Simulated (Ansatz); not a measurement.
# GaN: levels of theory, part 2 of 2

Aim: for GaN, compare levels of theory; the runs are relaxing the atoms and single point.

Ansatz 0.2.0; DFT PBE, scalar-relativistic, plane waves, PAW, and further levels as typed in the inputs.

## 4. Relaxing the atoms: LDA

input.yaml

```yaml
crystal:
  lattice:
    - [3.189, 0.0, 0.0]
    - [-1.5945, 2.76175501, 0.0]
    - [0.0, 0.0, 5.21611]
  atoms:
    - { symbol: Ga, position: [0.3333333333, 0.6666666667, 0.0] }
    - { symbol: Ga, position: [0.6666666667, 0.3333333333, 0.5] }
    - { symbol: "N", position: [0.3333333333, 0.6666666667, 0.377] }
    - { symbol: "N", position: [0.6666666667, 0.3333333333, 0.877] }
scf:
  occupations: { method: gaussian, width: 0.05 }
output:
  forces: true
  stress: true
hamiltonian:
  xc: lda
kpoints:
  mp_grid: { grid: [8, 8, 5] }
relax:
  f_tol: 0.003
```

Launch:

```
$ ansatz run input.yaml --threads 4 --pin off --max-ram 10240MiB --backend cpu --events-out ev --progress --plain --runs-dir out
```

Log, cut to the lines that bear on the results:

```text
Warning: output.stress: scf.convergence.dr2_threshold = 9e-9 eV (the default of a walk held to its f_tol) is looser than the 4e-10 eV advised for a printed stress (1e-10 eV for each atom of the cell: 4). What an SCF threshold leaves in a stress goes as its square root, and in the free [...]
Warning: RAYON_NUM_THREADS=4 ignored (pool sized by the plan → 4); use --threads N
[...]
Pseudopotentials: kind: paw
Pseudopotential: Ga, paw, valence charge 13, recommended cutoff 420 eV (normal), Ga.paw.azcp
Pseudopotential: N, paw, valence charge 5, recommended cutoff 420 eV (normal), N.paw.azcp
Functional definition: SPW92
[...]
Crystal: 4 atoms, lattice volume = 45.940 Å³
Basis set: ecut = 420 eV, 917 PW (Γ)
Bands: 22, of which v1, the nominal top of the filled ones, is band 18 counted from 1 (17 counted from 0)
Symmetry: 12 space group operations
Space group: P63mc (ITA 186), of the structure as read, at distance tolerance 3.6e-5 Å
k-points: 30 of 320 (time reversal used)
[...]
SCF converged after 2 iterations
Free energy (F): -8164.148361 eV
[...]
E sigma→0 (E₀):  -8164.148361 eV
Fermi energy:    10.179759 eV
[...]
--- Forces (eV/Å), atoms counted from 1 ---
  atom   1  Ga     0.00000000    -0.00000000    -0.00036033
  atom   2  Ga     0.00000000     0.00000000    -0.00036033
  atom   3  N     -0.00000000    -0.00000000     0.00030156
  atom   4  N      0.00000000     0.00000000     0.00030156
[...]
--- Stress (GPa, compression-positive) ---
       -6.833818       0.000000       0.000000
        0.000000      -6.833818       0.000000
        0.000000       0.000000      -7.837121
  P = ⅓ Tr σ = -7.1683 GPa (-71.683 kbar)
--- Relaxed structure (4 steps of the walk, 4 accepted, 0 SCFs on fresh bases) ---
  F+E_penalty+E_count = -8164.14836121 eV   max|allowed force component| = 3.309e-4 eV/Å
  atoms:
    - { symbol: Ga, position: [0.33333333333333326, 0.6666666666666665, 0.0004671135895826516] }
    - { symbol: Ga, position: [0.6666666666666665, 0.33333333333333326, 0.5004671135895826] }
    - { symbol: N, position: [0.33333333333333326, 0.6666666666666665, 0.3765328864104174] }
    - { symbol: N, position: [0.6666666666666665, 0.33333333333333326, 0.8765328864104173] }
```

Wall time 1.9 s (4 threads of Intel Xeon Platinum 8375C at 2.90GHz (Ice Lake), shared host); peak memory 0.42 GiB.

Relaxation path:

```csv
step,E - E(step 1) (eV/cell),largest force component (eV/Å)
1,0.0000,0.0523
2,-0.0001,0.0376
3,-0.0003,0.0003
4,-0.0003,0.0003
```

Step 1 is the start.

## 5. Single point

It takes the final geometry of step 4.

input.yaml

```yaml
crystal:
  lattice:
    - [3.1889999985, 0.0, 0.0]
    - [-1.5944999992, 2.7617550113, 0.0]
    - [0.0, 0.0, 5.21611]
  atoms:
    - { symbol: Ga, position: [0.3333333333, 0.6666666667, 0.0004671136] }
    - { symbol: Ga, position: [0.6666666667, 0.3333333333, 0.5004671136] }
    - { symbol: "N", position: [0.3333333333, 0.6666666667, 0.3765328864] }
    - { symbol: "N", position: [0.6666666667, 0.3333333333, 0.8765328864] }
scf:
  occupations: { method: gaussian, width: 0.03 }
output:
  eigenstates: { kpoints: [[0, 0, 0]] }
hamiltonian:
  xc: lda
kpoints:
  mp_grid: { grid: [8, 8, 5] }
```

Launch:

```
$ ansatz run input.yaml --threads 4 --pin off --max-ram 10240MiB --backend cpu --events-out ev --progress --plain --runs-dir out
```

Log, cut to the lines that bear on the results:

```text
Warning: RAYON_NUM_THREADS=4 ignored (pool sized by the plan → 4); use --threads N
[...]
[... 4 set-up lines as earlier in the session ...]
[...]
Crystal: 4 atoms, lattice volume = 45.940 Å³
Basis set: ecut = 420 eV, 917 PW (Γ)
Bands: 22, of which v1, the nominal top of the filled ones, is band 18 counted from 1 (17 counted from 0)
[... 2 set-up lines as earlier in the session ...]
k-points: 30 of 320 (time reversal used)
[...]
SCF iter   1: F=—  HF=-8164.172469 eV  |F-HF|=—  |Δ(HF+E_count)|=         —  Δρ=1.36e-2  dr2=8.23e-2  ethr=1.77e-3  ⟨swp⟩=5.3  Hψ=2673  notcnv=0
[...]
SCF iter   7: F=-8164.148361 eV  HF=-8164.148361 eV  |F-HF|=1.11e-9  |Δ(HF+E_count)|=   7.21e-8  Δρ=3.54e-6  dr2=5.73e-9  ethr=1.45e-10  ⟨swp⟩=3.0  Hψ=1749  notcnv=0
[...]
NSCF: frozen V_eff on 1 k-points
SCF converged after 7 iterations
Free energy (F): -8164.148361 eV
[...]
E sigma→0 (E₀):  -8164.148361 eV
Fermi energy:    10.179475 eV
[...]
--- Band table (eV; the first three rows and the last of 30) ---
  k-point 0: bands = ["-6.5626", "-5.7372", "-4.3394", "-4.3234", "-4.3234", "-4.2650", "-4.2650", "-4.0780", "-4.0780", "-3.9827", "-3.9827", "-2.6145", "2.1317", "8.2239", "8.2239", "9.1842", "9.2499", "9.2499", "11.1087", "13.3976", "18.2143", "18.9592"]
[...]
```

Wall time 0.94 s (4 threads of Intel Xeon Platinum 8375C at 2.90GHz (Ice Lake), shared host); peak memory 0.39 GiB.

## 6. Relaxing the atoms: r2SCAN

input.yaml

```yaml
crystal:
  lattice:
    - [3.189, 0.0, 0.0]
    - [-1.5945, 2.76175501, 0.0]
    - [0.0, 0.0, 5.21611]
  atoms:
    - { symbol: Ga, position: [0.3333333333, 0.6666666667, 0.0] }
    - { symbol: Ga, position: [0.6666666667, 0.3333333333, 0.5] }
    - { symbol: "N", position: [0.3333333333, 0.6666666667, 0.377] }
    - { symbol: "N", position: [0.6666666667, 0.3333333333, 0.877] }
scf:
  occupations: { method: gaussian, width: 0.05 }
output:
  forces: true
  stress: true
hamiltonian:
  xc: r2scan
kpoints:
  mp_grid: { grid: [8, 8, 5] }
relax:
  f_tol: 0.003
```

Launch:

```
$ ansatz run input.yaml --threads 4 --pin off --max-ram 10240MiB --backend cpu --events-out ev --progress --plain --runs-dir out
```

Log, cut to the lines that bear on the results:

```text
Warning: output.stress: scf.convergence.dr2_threshold = 9e-9 eV (the default of a walk held to its f_tol) is looser than the 4e-10 eV advised for a printed stress (1e-10 eV for each atom of the cell: 4). What an SCF threshold leaves in a stress goes as its square root, and in the free [...]
Warning: RAYON_NUM_THREADS=4 ignored (pool sized by the plan → 4); use --threads N
[...]
[... 1 set-up line as earlier in the session ...]
Pseudopotential: Ga, paw, valence charge 13, recommended cutoff 500 eV (meta_gga), Ga.paw.azcp
Pseudopotential: N, paw, valence charge 5, recommended cutoff 500 eV (meta_gga), N.paw.azcp
Functional definition: r2SCAN
[...]
Crystal: 4 atoms, lattice volume = 45.940 Å³
Basis set: ecut = 500 eV, 1141 PW (Γ), exchange–correlation on 96×96×160 points (64 copies of the dense FFT grid, shifted against one another)
Bands: 22, of which v1, the nominal top of the filled ones, is band 18 counted from 1 (17 counted from 0)
[... 2 set-up lines as earlier in the session ...]
[...]
SCF converged after 2 iterations
Free energy (F): -8352.770780 eV
[...]
E sigma→0 (E₀):  -8352.770780 eV
Fermi energy:    10.477170 eV
[...]
--- Forces (eV/Å), atoms counted from 1 ---
  atom   1  Ga     0.00000000    -0.00000000     0.00007734
  atom   2  Ga     0.00000000     0.00000000     0.00007734
  atom   3  N     -0.00000000    -0.00000000    -0.00006816
  atom   4  N      0.00000000     0.00000000    -0.00006816
[...]
--- Stress (GPa, compression-positive) ---
       -1.471618       0.000000       0.000000
        0.000000      -1.471618       0.000000
        0.000000       0.000000      -2.814772
  P = ⅓ Tr σ = -1.9193 GPa (-19.193 kbar)
--- Relaxed structure (4 steps of the walk, 4 accepted, 0 SCFs on fresh bases) ---
  F+E_penalty+E_count = -8352.77078028 eV   max|allowed force component| = 7.155e-5 eV/Å
  atoms:
    - { symbol: Ga, position: [0.33333333333333326, 0.6666666666666665, 0.00043610907708352577] }
    - { symbol: Ga, position: [0.6666666666666665, 0.33333333333333326, 0.5004361090770836] }
    - { symbol: N, position: [0.33333333333333326, 0.6666666666666665, 0.37656389092291653] }
    - { symbol: N, position: [0.6666666666666665, 0.33333333333333326, 0.8765638909229164] }
```

Run time: 4.9 s. Hardware: 4 threads of Intel Xeon Platinum 8375C at 2.90GHz (Ice Lake), shared host; peak memory 0.52 GiB.

Step by step:

| step | energy from step 1 (eV/cell) | largest force component (eV/Å) |
| --- | --- | --- |
| 1 | 0.0000 | 0.0524 |
| 2 | -0.0001 | 0.0366 |
| 3 | -0.0002 | 0.0000 |
| 4 | -0.0002 | 0.0001 |

Step 1 is the start.

## 7. Single point

It takes the final geometry of step 6.

input.yaml

```yaml
crystal:
  lattice:
    - [3.1889999985, 0.0, 0.0]
    - [-1.5944999992, 2.7617550113, 0.0]
    - [0.0, 0.0, 5.21611]
  atoms:
    - { symbol: Ga, position: [0.3333333333, 0.6666666667, 0.0004361091] }
    - { symbol: Ga, position: [0.6666666667, 0.3333333333, 0.5004361091] }
    - { symbol: "N", position: [0.3333333333, 0.6666666667, 0.3765638909] }
    - { symbol: "N", position: [0.6666666667, 0.3333333333, 0.8765638909] }
scf:
  occupations: { method: gaussian, width: 0.03 }
output:
  eigenstates: { kpoints: [[0, 0, 0]] }
hamiltonian:
  xc: r2scan
kpoints:
  mp_grid: { grid: [8, 8, 5] }
```

Launch:

```
$ ansatz run input.yaml --threads 4 --pin off --max-ram 10240MiB --backend cpu --events-out ev --progress --plain --runs-dir out
```

Log, cut to the lines that bear on the results:

```text
[...]
NSCF: frozen V_eff on 1 k-points
SCF converged after 8 iterations
Free energy (F): -8352.770780 eV
[...]
E sigma→0 (E₀):  -8352.770780 eV
Fermi energy:    10.477017 eV
[...]
--- Band table (eV; the first three rows and the last of 30) ---
  k-point 0: bands = ["-7.3891", "-6.4440", "-4.5495", "-4.5336", "-4.5336", "-4.4690", "-4.4690", "-4.2613", "-4.2613", "-4.1680", "-4.1680", "-3.0485", "2.1930", "8.3020", "8.3020", "9.2839", "9.3443", "9.3443", "11.6094", "14.1502", "19.2109", "19.9153"]
[...]
```

Run time: 2.1 s. Hardware: 4 threads of Intel Xeon Platinum 8375C at 2.90GHz (Ice Lake), shared host; peak memory 0.48 GiB.

## 8. Results

What follows sums up all 2 parts.

| step | level | volume (Å³/atom) | pressure (GPa) | energy above the lowest (meV/atom) | gap on the mesh (eV) | gap less the measured one (eV) | time |
| --- | --- | --- | --- | --- | --- | --- | --- |
| 2 | PBE | 11.48 | 4.3 | 0.0 | n/a | n/a | 1.9 s |
| 3 | PBE | 11.48 | n/a | 0.0 | 1.85 | -1.65 | 0.94 s |
| 4 | LDA | 11.48 | -7.2 | 0.0 | n/a | n/a | 1.9 s |
| 5 | LDA | 11.48 | n/a | 0.0 | 1.86 | -1.64 | 0.94 s |
| 6 | r2SCAN | 11.48 | -1.9 | 0.0 | n/a | n/a | 4.9 s |
| 7 | r2SCAN | 11.48 | n/a | 0.0 | 2.27 | -1.24 | 2.1 s |

Energies compare only among runs of one formula, size, charge, level and basis; each such set counts from its lowest member.

The measured gap used in the table is 3.503 eV (direct; quoted in “Studying electronic properties in GaN without electrical contacts using γ-γ vs e−-γ Perturbed Angular Correlations”, 2019, pmc:6823545); excitons, temperature and zero-point motion are not in these runs. Spin polarisation is off in the runs that give these values; a magnetic solution could lie lower.

These are semilocal Kohn-Sham gaps, which aren't the measured quantity. Such gaps usually fall short of the measured ones.
